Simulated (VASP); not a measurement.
Input of a VASP 6.6.1 run:

INCAR

```
SYSTEM = H21O10F
  PREC = Accurate
  ENCUT = 520
  EDIFF = 1E-6
  ISMEAR = -1
  SIGMA = 0.05
  LREAL = Auto
  LASPH = .True.
  NELM = 100
  ALGO = Normal
  ISIF = 2
  LWAVE = .False.
  LCHARG = .False.
  GGA = PE
  IVDW = 12
  NBANDS = 66
```

Contents of KPOINTS:

```
regular mesh
0
Gamma
  1 1 1
  0 0 0
```

The input POSCAR:

```
H21O10F
1.0
    7.1621990000      0.0000000000      0.0000000000
    0.0000000000      7.1621990000      0.0000000000
    0.0000000000      0.0000000000      7.1621990000
O H F
10 21 1
Direct
    0.2513054999      0.0509340776      0.4458407257
    0.8680434598      0.2107453311      1.0052499239
    0.3073078534      0.7696100039     -0.0120354098
    0.7567508247      0.6216107651      1.0138785588
    0.2419787554      0.1630085955      0.8321047768
    0.5348217775      0.0942447983      0.0980285524
    0.4315015542      0.3793388036      0.6064757486
   -0.0743626364      0.9616739217      0.3239647488
    0.1427773788      0.5970512688      0.5279523789
    0.5186814832      0.7980928762      0.3525732809
    0.3241322951      0.1442294469      0.3597777722
    0.2977297894     -0.0668928635      0.4314038189
    0.7954121353      0.0974979891      1.0273799988
    0.9884394444      0.1929016493      0.9560750825
    0.3344643175      0.8113011102      0.1052051193
    0.3990534192      0.6741644570     -0.0310100292
    0.8210606826      0.6938511482      0.9250929777
    0.8065400026      0.4942895331      0.9908688658
    0.3534528990      0.2169026580      0.7531206547
    0.1939208894      0.0721984966      0.7356539521
    0.4342939927     -0.0000837732      0.0538521758
    0.5403647679      0.2015582086      0.0257183583
    0.5566726085      0.3402167407      0.5578035461
    0.3798554047      0.4945827392      0.5628438975
    0.0640864628      1.0106812168      0.3406495687
   -0.1329061089      1.0556255139      0.2471726910
    0.1337578026      0.6396638798      0.6563905862
    0.0774063943      0.6821927176      0.4298959021
    0.6431823522      0.8510933583      0.2940996194
    0.5685125476      0.7013069589      0.4272989343
    0.9093296626     -0.0651475894      0.5310240612
    0.9019576250     -0.0798777024      0.6695848579
```

Potentials or basis: VASP PAW PBE potentials, release 64 (O, H, F).

The run is started by

```console
$ cat potpaw_PBE.64/O/POTCAR potpaw_PBE.64/H/POTCAR potpaw_PBE.64/F/POTCAR > POTCAR
$ mpirun -np 1 vasp_gam > vasp.out
```

Q: What does it give for the pressure?

A: 0.1 GPa.

Q: What does it give for the dispersion energy per atom?

A: -0.030 eV.

Forces on the atoms (eV/Å):
```
O   -1.031  5.239 -1.382
O   -1.823  1.121  1.215
O   -1.271 -0.621 -3.329
O   -0.612 -1.716  0.858
O    1.022 -0.524 -1.863
O   -0.946 -3.590  1.957
O    2.316 -1.939  0.297
O    1.512 -0.334  0.538
O   -0.454  0.795 -2.102
O    2.116  1.790 -1.832
H   -0.950 -2.022  1.632
H    2.396 -3.343 -0.594
H    0.129 -0.011 -0.788
H    1.912 -0.754 -0.957
H    0.470  0.610  3.825
H    0.779 -0.610 -0.193
H    0.814  1.260 -1.255
H   -0.334  0.317  0.362
H   -2.154 -0.166  1.206
H    0.260  0.879  1.105
H    1.581  2.144 -0.413
H   -0.514  1.791 -1.715
H   -1.270  1.078  0.221
H   -0.432  0.834 -0.844
H   -1.114 -0.262  0.127
H   -0.232  0.650 -0.137
H   -0.629  0.694 -0.223
H    0.979 -1.319  2.348
H   -2.469 -0.884  0.947
H    0.350 -1.195  0.886
H   -0.488  0.304  0.221
F    0.087 -0.215 -0.119
```
